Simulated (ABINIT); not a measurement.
# Ir (Fm-3m) in ABINIT: reference runs

Aim: a first look at Ir with PBE, on the cell as given and on a disturbed one.

Program: ABINIT 10.8.3 (patched build). These are calculated values, not measurements. Logs are shortened: lines on timing, memory, paths and dates and some standing lists are left out, and cuts for length are marked. The log counts tension as positive stress, the text compression.

## 1. Starting point

Symmetry: Fm-3m, No. 225, cubic system. Conventional cell: a = 3.831 Å, b = 3.831 Å, c = 3.831 Å, α = 90.00°, β = 90.00°, γ = 90.00°. Ir (site symmetry m-3m) is surrounded by 12 Ir at 2.71 Å.

## 2. Single point, PBE

Contents of run.abi:

```
# Pseudopotentials
pp_dirpath "./"
pseudos "Ir.GGA_PBE-JTH.xml"

# Structure
structure "poscar:POSCAR"
natom 1

# Plane-wave basis
ecut 16.0
pawecutdg 32.0

# k points
kptopt 1
ngkpt 12 12 12
nshiftk 1
shiftk 0.0 0.0 0.0

# Exchange and correlation
ixc 11

# Bands and occupations
nband 12
occopt 3
tsmear 0.05 eV

# SCF cycle
nstep 100
tolvrs 1.0e-9

# Output
iomode 3
prtwf 0
prtden 0
prteig 0
prtebands 0
```

Contents of POSCAR:

```
Ir
1.0
    0.0000000000      1.9156000000      1.9156000000
    1.9156000000      0.0000000000      1.9156000000
    1.9156000000      1.9156000000      0.0000000000
Ir
1
Direct
    0.0000000000      0.0000000000      0.0000000000  Ir
```

Potentials or basis: JTH PAW PBE v2.0.

On the command line:

```console
> abinit run.abi > log 2>&1
```

run.abo:

```text
.Version 10.8.3 of ABINIT
 Symmetries : space group Fm -3 m (#225); Bravais cF (face-center cubic)
================================================================================
 Values of the parameters that define the memory need of the present run
     intxc =       0    ionmov =       0      iscf =      17    lmnmax =      18
     lnmax =       6     mgfft =      20  mpssoang =       3    mqgrid =    3001
     natom =       1  nloc_mem =       2    nspden =       1   nspinor =       1
    nsppol =       1      nsym =      48    n1xccc =       1    ntypat =       1
    occopt =       3   xclevel =       2
       mpw =         303          nfft =        8000          nkpt =          72
 PAW method is used; the additional fine FFT grid is defined by:
   mgfftf=        30    nfftf =     27000
================================================================================
================================================================================

--------------------------------------------------------------------------------
------------- Echo of variables that govern the present computation ------------
--------------------------------------------------------------------------------
 -outvars: echo values of preprocessed input variables --------
            acell      1.0000000000E+00  1.0000000000E+00  1.0000000000E+00 Bohr
              amu      1.92220000E+02
             ecut      1.60000000E+01 Hartree
                       outvar_i_n : Printing only first  50 k-points.
              ixc          11
                       outvar_i_n : Printing only first  50 k-points.
         kptrlatt       12    0    0      0   12    0      0    0   12
          kptrlen      6.14327476E+01
            natom           1
            nband          12
            ngfft          20      20      20
          ngfftdg          30      30      30
             nkpt          72
            nstep         100
             nsym          48
           ntypat           1
                       prtocc : prtvol=0, do not print more k-points.
           occopt           3
        pawecutdg      3.20000000E+01 Hartree
         pawxcdev           0
           prtden           0
        prtebands           0
           prteig           0
            prtwf           0
            rprim      0.0000000000E+00  3.6199593668E+00  3.6199593668E+00
                       3.6199593668E+00  0.0000000000E+00  3.6199593668E+00
                       3.6199593668E+00  3.6199593668E+00  0.0000000000E+00
          spgroup         225
           tolvrs      1.00000000E-09
           tsmear      1.83746611E-03 Hartree
            typat      1
           useylm           1
                       outvars : Printing only first  50 k-points.
            znucl       77.00000

================================================================================

 chkinp: Checking input parameters for consistency.

================================================================================
== DATASET  1 ==================================================================

--- !DatasetInfo
iteration_state: {dtset: 1, }
dimensions: {natom: 1, nkpt: 72, mband: 12, nsppol: 1, nspinor: 1, nspden: 1, mpw: 303, }
cutoff_energies: {ecut:  16.0, pawecutdg:  32.0, }
electrons: {nelect:   1.50000000E+01, charge:   0.00000000E+00, occopt:   3.00000000E+00, tsmear:   1.83746611E-03, }
meta: {optdriver: 0, ionmov: 0, optcell: 0, iscf: 17, paral_kgb: 0, }
...

 Exchange-correlation functional for the present dataset will be:
  GGA: Perdew-Burke-Ernzerhof functional - ixc=11
  J.P.Perdew, K.Burke, M.Ernzerhof, PRL 77, 3865 (1996)

 Real(R)+Recip(G) space primitive vectors, cartesian coordinates (Bohr,Bohr^-1):
 R(1)=  0.0000000  3.6199594  3.6199594  G(1)= -0.1381231  0.1381231  0.1381231
 R(2)=  3.6199594  0.0000000  3.6199594  G(2)=  0.1381231 -0.1381231  0.1381231
 R(3)=  3.6199594  3.6199594  0.0000000  G(3)=  0.1381231  0.1381231 -0.1381231
 Unit cell volume ucvol=  9.4872661E+01 bohr^3
 Angles (23,13,12)=  6.00000000E+01  6.00000000E+01  6.00000000E+01 degrees

 Coarse grid specifications (used for wave-functions):

 getcut: wavevector=  0.0000  0.0000  0.0000  ngfft=  20  20  20
         ecut(hartree)=     16.000   => boxcut(ratio)=   2.16963

 Fine grid specifications (used for densities):

 getcut: wavevector=  0.0000  0.0000  0.0000  ngfft=  30  30  30
         ecut(hartree)=     32.000   => boxcut(ratio)=   2.30380

 getcut : COMMENT -
  Note that boxcut > 2.2 ; recall that boxcut=Gcut(box)/Gcut(sphere) = 2
  is sufficient for exact treatment of convolution.
  Such a large boxcut is a waste : you could raise ecut
  e.g. ecut=   42.459894 Hartrees makes boxcut=2

--- Pseudopotential description ------------------------------------------------
- pspini: atom type   1  psp file is ./Ir.GGA_PBE-JTH.xml
 Pseudopotential format is: paw10
 basis_size (lnmax)=  6 (lmn_size= 18), orbitals=   0   0   1   1   2   2
 Spheres core radius: rc_sph= 2.51065676
 Shapefunction is SIN type: shapef(r)=[sin(pi*r/rshp)/(pi*r/rshp)]**2
 Radius for shape functions =  2.20407242
 Compensation charge density is not taken into account in XC energy/potential

   5.25859805E+02                                ecore*ucvol(ha*bohr**3)
--------------------------------------------------------------------------------

[... 7 lines left out ...]

     iter   Etot(hartree)      deltaE(h)  residm     nres2
 ETOT  1  -75.965136481166    -7.597E+01 2.476E+01 3.216E+00
 ETOT  2  -77.064537836691    -1.099E+00 1.545E-01 4.902E+00
 ETOT  3  -77.051157636769     1.338E-02 9.724E-02 1.365E+00
 ETOT  4  -77.047740070271     3.418E-03 1.700E-02 6.579E-02
 ETOT  5  -77.047894278396    -1.542E-04 3.436E-03 5.460E-04
 ETOT  6  -77.047904106832    -9.828E-06 1.987E-03 1.505E-05
 ETOT  7  -77.047904955893    -8.491E-07 4.554E-04 1.265E-05
 ETOT  8  -77.047904917982     3.791E-08 1.092E-04 7.276E-07
 ETOT  9  -77.047904916659     1.323E-09 8.059E-05 2.997E-07
 ETOT 10  -77.047904915682     9.771E-10 6.760E-05 2.101E-08
 ETOT 11  -77.047904915681     1.108E-12 3.634E-05 2.208E-09
 ETOT 12  -77.047904915690    -8.782E-12 5.333E-05 9.884E-11

 At SCF step   12       nres2   =  9.88E-11 < tolvrs=  1.00E-09 =>converged.

 Cartesian components of stress tensor (hartree/bohr^3)
  sigma(1 1)= -3.72261356E-04  sigma(3 2)=  0.00000000E+00
  sigma(2 2)= -3.72261356E-04  sigma(3 1)=  0.00000000E+00
  sigma(3 3)= -3.72261356E-04  sigma(2 1)=  0.00000000E+00

--- !ResultsGS
iteration_state: {dtset: 1, }
comment   : Summary of ground state results
lattice_vectors:
- [  0.0000000,   3.6199594,   3.6199594, ]
- [  3.6199594,   0.0000000,   3.6199594, ]
- [  3.6199594,   3.6199594,   0.0000000, ]
lattice_lengths: [   5.11940,    5.11940,    5.11940, ]
lattice_angles: [ 60.000,  60.000,  60.000, ] # degrees, (23, 13, 12)
lattice_volume:   9.4872661E+01
convergence: {deltae: -8.782E-12, res2:  9.884E-11, residm:  5.333E-05, diffor: null, }
etotal    :  -7.70479049E+01
entropy   :   0.00000000E+00
fermie    :   5.66954765E-01
cartesian_stress_tensor: # hartree/bohr^3
- [ -3.72261356E-04,   0.00000000E+00,   0.00000000E+00, ]
- [  0.00000000E+00,  -3.72261356E-04,   0.00000000E+00, ]
- [  0.00000000E+00,   0.00000000E+00,  -3.72261356E-04, ]
pressure_GPa:   1.0952E+01
xred      :
- [  0.0000E+00,   0.0000E+00,   0.0000E+00, Ir]
cartesian_forces: # hartree/bohr
- [ -0.00000000E+00,  -0.00000000E+00,  -0.00000000E+00, ]
force_length_stats: {min:   0.00000000E+00, max:   0.00000000E+00, mean:   0.00000000E+00, }
...

 Integrated electronic density in atomic spheres:
 ------------------------------------------------
 Atom  Sphere_radius  Integrated_density
    1        2.51066         13.62837154

================================================================================

 ----iterations are completed or convergence reached----

 Mean square residual over all n,k,spin=   13.501E-08; max=  53.329E-06
 reduced coordinates (array xred) for    1 atoms
       0.000000000000      0.000000000000      0.000000000000
 rms dE/dt=  0.0000E+00; max dE/dt=  0.0000E+00; dE/dt below (all hartree)
    1       0.000000000000      0.000000000000      0.000000000000

 cartesian coordinates (angstrom) at end:
    1      0.00000000000000     0.00000000000000     0.00000000000000

 cartesian forces (hartree/bohr) at end:
    1     -0.00000000000000    -0.00000000000000    -0.00000000000000
 frms,max,avg= 0.0000000E+00 0.0000000E+00   0.000E+00  0.000E+00  0.000E+00 h/b

 cartesian forces (eV/Angstrom) at end:
    1     -0.00000000000000    -0.00000000000000    -0.00000000000000
 frms,max,avg= 0.0000000E+00 0.0000000E+00   0.000E+00  0.000E+00  0.000E+00 e/A
 length scales=  1.000000000000  1.000000000000  1.000000000000 bohr
              =  0.529177210544  0.529177210544  0.529177210544 angstroms
 Fermi (or HOMO) energy (hartree) =   0.56695   Average Vxc (hartree)=  -0.48776
 Eigenvalues (hartree) for nkpt=  72  k points:
 kpt#   1, nband= 12, wtk=  0.00058, kpt=  0.0000  0.0000  0.0000 (reduced coord)
  -1.25054   -1.25054   -1.25054    0.15356    0.42154    0.42154    0.42154    0.52139
   0.52139    0.76237    1.06744    1.27305
      occupation numbers for kpt#   1
   2.00000    2.00000    2.00000    2.00000    2.00000    2.00000    2.00000    2.00000
   2.00000    0.00000    0.00000    0.00000
 prteigrs : prtvol=0 or 1, do not print more k-points.

--- !EnergyTerms
iteration_state     : {dtset: 1, }
comment             : Components of total free energy in Hartree
kinetic             :  9.63166501843387E+00
hartree             :  8.13727668786058E+00
xc                  : -3.62330938548284E+00
Ewald energy        : -7.12434769392642E+01
psp_core            :  5.54279598221438E+00
local_psp           : -3.29187241091370E+01
PAW spherical_terms :  7.42604053341379E+00
internal            : -7.70477322119615E+01
'-kT*entropy'       : -1.73322112710618E-04
total_energy        : -7.70479055340742E+01
total_energy_eV     : -2.09658031693155E+03
...

--- !EnergyTermsDC
iteration_state     : {dtset: 1, }
comment             : '"Double-counting" decomposition of free energy'
band_energy         : -3.88665599142885E+00
Ewald energy        : -7.12434769392642E+01
psp_core            :  5.54279598221438E+00
xc_dc               : -7.32159514411296E+00
PAW spherical_terms : -1.38799500985455E-01
internal            : -7.70477315935771E+01
'-kT*entropy'       : -1.73322112710618E-04
total_energy_dc     : -7.70479049156898E+01
total_energy_dc_eV  : -2.09658030010445E+03
...

--- !EnergyTermsWithPAWCore
iteration_state     : {dtset: 1, }
comment             : 'Components of total free energy, including PAW core contributions'
Total energy        : -1.78278896519530E+04
Total energy DC     : -1.78278896513346E+04
Total energy (eV)   : -4.85121591270020E+05
Total energy DC (eV): -4.85121591253192E+05
...

 Cartesian components of stress tensor (hartree/bohr^3)
  sigma(1 1)= -3.72261356E-04  sigma(3 2)=  0.00000000E+00
  sigma(2 2)= -3.72261356E-04  sigma(3 1)=  0.00000000E+00
  sigma(3 3)= -3.72261356E-04  sigma(2 1)=  0.00000000E+00

-Cartesian components of stress tensor (GPa)         [Pressure=  1.0952E+01 GPa]
- sigma(1 1)= -1.09523072E+01  sigma(3 2)=  0.00000000E+00
- sigma(2 2)= -1.09523072E+01  sigma(3 1)=  0.00000000E+00
- sigma(3 3)= -1.09523072E+01  sigma(2 1)=  0.00000000E+00

== END DATASET(S) ==============================================================
================================================================================

 -outvars: echo values of variables after computation  --------
            acell      1.0000000000E+00  1.0000000000E+00  1.0000000000E+00 Bohr
           etotal     -7.7047904916E+01
            fcart     -0.0000000000E+00 -0.0000000000E+00 -0.0000000000E+00
            rprim      0.0000000000E+00  3.6199593668E+00  3.6199593668E+00
                       3.6199593668E+00  0.0000000000E+00  3.6199593668E+00
                       3.6199593668E+00  3.6199593668E+00  0.0000000000E+00
           strten     -3.7226135611E-04 -3.7226135611E-04 -3.7226135611E-04
                       0.0000000000E+00  0.0000000000E+00  0.0000000000E+00
 Calculation completed.
```

Wall time 8 s (1 thread of Arm Neoverse V2, shared host); peak memory 0.09 GiB.

What came out:

```yaml
Free_energy: -2096.5803 eV
Pressure: 11.0 GPa
Band_gap_on_the_k_mesh: none (metal or under the smearing width)
Valence_electrons_inside_the_program's_atomic_spheres: Ir 13.63 (radii [1.3286] Å)
```

## 3. Single point, PBE (cell strained at random at fixed volume)

run.abi, as its differences from that of step 2:

```diff
@@ -5,7 +5,19 @@
 # Structure
-structure "poscar:POSCAR"
+acell 2.7558471545 2.690917138 2.7065450867 Angstrom
+rprim
+    -0.0032759437     0.7106221391     0.7035662326
+     0.7054802889     0.0085093664     0.7086784550
+     0.7018833750     0.7122471410     0.0079836098
+ntypat 1
+znucl 77
 natom 1
+typat 1
+xred
+    -0.0023390000    -0.0031610000    -0.0142520000
+chkprim 0
+chksymtnons 0
+tolsym 1.0e-6
 
 # Plane-wave basis
-ecut 16.0
+ecut 435.382180 eV
 pawecutdg 32.0
@@ -24,3 +36,3 @@
 occopt 3
-tsmear 0.05 eV
+tsmear 0.00183747
```

Potentials or basis: JTH PAW PBE v2.0.

On the command line:

```console
> abinit run.abi > log 2>&1
```

Run time: 70 s. Hardware: 1 thread of Arm Neoverse V2, shared host; peak memory 0.2 GiB.

Results (log left out):

* Free energy: -2096.5675 eV
* Pressure: 11.3 GPa
* Band gap on the k mesh: none (metal or under the smearing width)
* Valence electrons inside the program's atomic spheres: Ir 13.65 (radii [1.3286] Å)

Stress tensor (GPa, compression positive):
```
13.46  1.29  1.76
 1.29  8.23 -8.44
 1.76 -8.44 12.25
```

Levels at points of the mesh, in eV from the Fermi level:
| k point | band 3 | band 4 | band 5 | band 6 | band 7 | band 8 | band 9 | band 10 | band 11 | band 12 |
| --- | --- | --- | --- | --- | --- | --- | --- | --- | --- | --- |
| (0.00, 0.00, 0.00) | -49.43 | -11.24 | -4.22 | -3.89 | -3.76 | -1.34 | -1.11 | 5.30 | 13.62 | 18.65 |
| (0.50, 0.00, 0.00) | -49.53 | -8.25 | -4.13 | -3.90 | -1.02 | 0.69 | 0.97 | 5.32 | 7.03 | 13.42 |
| (0.00, 0.50, 0.00) | -49.56 | -8.18 | -4.34 | -3.85 | -0.68 | 0.83 | 1.05 | 5.32 | 7.54 | 13.16 |
| (0.50, 0.50, 0.00) | -49.74 | -8.03 | -7.44 | 0.80 | 1.43 | 1.58 | 1.67 | 5.29 | 10.64 | 11.34 |
| (0.00, 0.00, 0.50) | -49.56 | -8.18 | -4.37 | -3.81 | -0.70 | 0.85 | 1.02 | 5.32 | 7.52 | 13.17 |
| (0.50, 0.00, 0.50) | -49.73 | -8.04 | -7.43 | 0.83 | 1.46 | 1.47 | 1.50 | 5.29 | 10.36 | 11.60 |
| (0.00, 0.50, 0.50) | -49.73 | -8.03 | -7.45 | 0.85 | 1.42 | 1.56 | 1.76 | 5.29 | 10.74 | 10.86 |
| (0.50, 0.50, 0.50) | -49.54 | -8.23 | -4.20 | -3.88 | -0.93 | 0.67 | 1.04 | 5.32 | 7.19 | 13.35 |

The run has no spin-orbit coupling, so splittings on Ir are missing.

(Part 1 of 2 ends here.)
